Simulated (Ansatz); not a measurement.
## Zone-centre phonons of HfO₂ at 1 GPa: input and output

Level of theory: Ansatz, DFT PBE, scalar-relativistic, plane waves, PAW.

Launched with:
```bash
ansatz run input.yaml --threads 1 --pin off --max-ram 3072MiB --backend cpu --events-out ev --progress --plain --runs-dir out
```

Input (bare energies are in eV):
```yaml
crystal:
  lattice:
    - [0.0, 2.5453710076, 2.5453710076]
    - [2.5453710076, 0.0, 2.5453710076]
    - [2.5453710076, 2.5453710076, 0.0]
  atoms:
    - { symbol: Hf, position: [0.0, 0.0, 0.0] }
    - { symbol: O, position: [0.25, 0.25, 0.25] }
    - { symbol: O, position: [0.75, 0.75, 0.75] }
basis:
  ecutwfc: 420
kpoints:
  mp_grid: { grid: [8, 8, 8] }
hamiltonian:
  xc: pbe
scf:
  occupations: { method: fixed }
output:
  eigenvalues: true
phonons:
  method: dfpt
  dielectric: true
  rigid_motions: translations
  eigenvectors: true
```

Results section of the output:
```
--- Phonons (Γ-DFPT): 2 representative perturbations + reference, on 95 of 512 k-points (Σ response iterations 8) ---
  k mesh reduced under 4 symmetry operations, with k and −k counted as one. Each operation leaves every solved perturbation unchanged. A smaller set is not considered because the run solves the response ...
  ASR residual: 1.715e-4 → 0.000e0 eV/Å²; symmetrization residual: 1.209e-6 eV/Å²
  ASR residual per site (eV/Å²): 1.65e-5 1.72e-4 1.72e-4
  Γ frequencies (cm⁻¹): 0.00 0.00 0.00 220.23 220.23 220.23 566.64 566.64 566.64
  ε∞ (high-frequency dielectric tensor):
        5.300395    -0.000000    -0.000000
        0.000000     5.300395     0.000000
        0.000000    -0.000000     5.300395
  ε⁰ (static dielectric tensor: ions relaxed, cell fixed):
       40.147705    -0.000000     0.000000
       -0.000000    40.147705    -0.000000
        0.000000    -0.000000    40.147705
  ε⁰ − ε∞ (ionic part):
       34.847309    -0.000000     0.000000
       -0.000000    34.847309    -0.000000
        0.000000    -0.000000    34.847309
  softest optical mode at Γ: 220.23 cm⁻¹; the repairs (sum rule, projections) moved no ω² at Γ by more than (1.76 cm⁻¹)²
  Born effective charges Z* (e; rows j = field, columns β = displacement):
    site 0:
         5.54421   -0.00000    0.00000
        -0.00000    5.54421    0.00000
         0.00000   -0.00000    5.54421
    site 1:
        -2.77210    0.00000   -0.00000
         0.00000   -2.77210   -0.00000
         0.00000    0.00000   -2.77210
    site 2:
        -2.77210    0.00000   -0.00000
        -0.00000   -2.77210   -0.00000
         0.00000    0.00000   -2.77210
  Z* charge neutrality: 2.221e-5 e pre-enforcement
  k-mesh period / interband length: 28.8 Å / 1.35 Å = 21.26 at k = (0.0000, 0.0000, 0.0000), direct gap 4.468 eV — 14 or more, which is no proof of convergence
  optical modes at Γ without the LO–TO term, one row a degenerate level:
      ω (cm⁻¹) modes IR ((D/Å)²/amu)
        220.23      3            78.4069
        566.64      3             0.0000
  optical modes at Γ + LO–TO along q̂ = [1.0000, 0.0000, 0.0000]:
      ω (cm⁻¹) modes IR ((D/Å)²/amu)
        220.23      2            52.2713
        566.64      3             0.0000
        606.10      1            26.1356
  optical modes at Γ + LO–TO along q̂ = [0.0000, 1.0000, 0.0000]:
      ω (cm⁻¹) modes IR ((D/Å)²/amu)
        220.23      2            52.2713
        566.64      3             0.0000
        606.10      1            26.1356
  optical modes at Γ + LO–TO along q̂ = [0.0000, 0.0000, 1.0000]:
      ω (cm⁻¹) modes IR ((D/Å)²/amu)
        220.23      2            52.2713
        566.64      3             0.0000
        606.10      1            26.1356
```

The run took 100 s on 1 thread of Intel(R) Xeon(R) Processor @ 2.50GHz (Skylake/Cascade Lake) (shared host), peak memory 0.62 GiB.

Spin–orbit coupling is left out, which matters for heavy elements.

This fluorite-type form isn't the usual stable structure of the compound.